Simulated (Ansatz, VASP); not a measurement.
**CdS (Greenockite) in VASP and in Ansatz**

File INCAR:

```
SYSTEM = CdS
ALGO = Fast
EDIFF = 1E-6
ENCUT = 520
GGA = PE
ISIF = 2
ISMEAR = 0
LASPH = .True.
LCHARG = .True.
LELF = .True.
LREAL = .False.
LVHAR = .True.
LWAVE = .False.
NELM = 100
PREC = Accurate
SIGMA = 0.028999999999999998
```

Contents of KPOINTS:

```
k-points
0
Gamma
  7 7 4
  0 0 0
```

Contents of POSCAR:

```
CdS
1.0
    4.1500000000      0.0000000000      0.0000000000
   -2.0750000000      3.5940054257      0.0000000000
    0.0000000000      0.0000000000      6.7370000000
Cd S
2 2
Direct
    0.6666666667      0.3333333333      0.5000000000
    0.3333333333      0.6666666667      0.0000000000
    0.6666666667      0.3333333333      0.8750000000
    0.3333333333      0.6666666667      0.3750000000
```

The input input.yaml:

```yaml
crystal:
  lattice:
    - [4.15, 0.0, 0.0]
    - [-2.075, 3.5940054257, 0.0]
    - [0.0, 0.0, 6.737]
  atoms:
    - { symbol: Cd, position: [0.6666666667, 0.3333333333, 0.5] }
    - { symbol: Cd, position: [0.3333333333, 0.6666666667, 0.0] }
    - { symbol: S, position: [0.6666666667, 0.3333333333, 0.875] }
    - { symbol: S, position: [0.3333333333, 0.6666666667, 0.375] }
hamiltonian:
  xc: pbe
  pseudopotentials: { kind: paw }
kpoints:
  mp_grid: { grid: [7, 7, 4] }
scf:
  occupations: { method: gaussian, width: 0.029 }
output:
  forces: true
  stress: true
  eigenvalues: true
```

Alike in both runs: task single point; functional PBE; k mesh 7 × 7 × 4; occupations gaussian, width 0.029 eV; no spin polarisation.

|  | VASP | Ansatz |
| --- | --- | --- |
| version | VASP 6.6.1 | Ansatz 0.2.0 |
| potentials or method | VASP PAW PBE potentials, release 64 (Cd, S) | Ansatz PAW |
| plane-wave cutoff (eV) | 520 | 420 |
| valence electrons in the cell | 36 | 52 |

|  | VASP | Ansatz | Ansatz less VASP |
| --- | --- | --- | --- |
| gap on the k mesh at the Fermi level (eV) | 1.20 | 1.20 | -0.003 |
| least direct gap on the mesh (eV) | 1.20 | 1.20 | -0.003 |
| pressure (GPa) | 2.4 | 2.1 | -0.34 |
| largest component of the traceless stress (GPa) | 0.44 | 0.42 | -0.014 |
| rms of the force components (eV/Å) | 0.040 | 0.039 | -0.0009 |

Atom by atom the forces differ by 0.001 eV/Å (rms over components). The functional is the same, so the differences come from potentials, cutoffs and numerics. The two sets of potentials don't hold the same shells in valence.

Caveats: odd divisions of the mesh miss points on the zone boundary, where band edges often lie, so the gap on the mesh can be too wide (Ansatz). A hybrid or GW would open this gap; PBE tends to underestimate it.
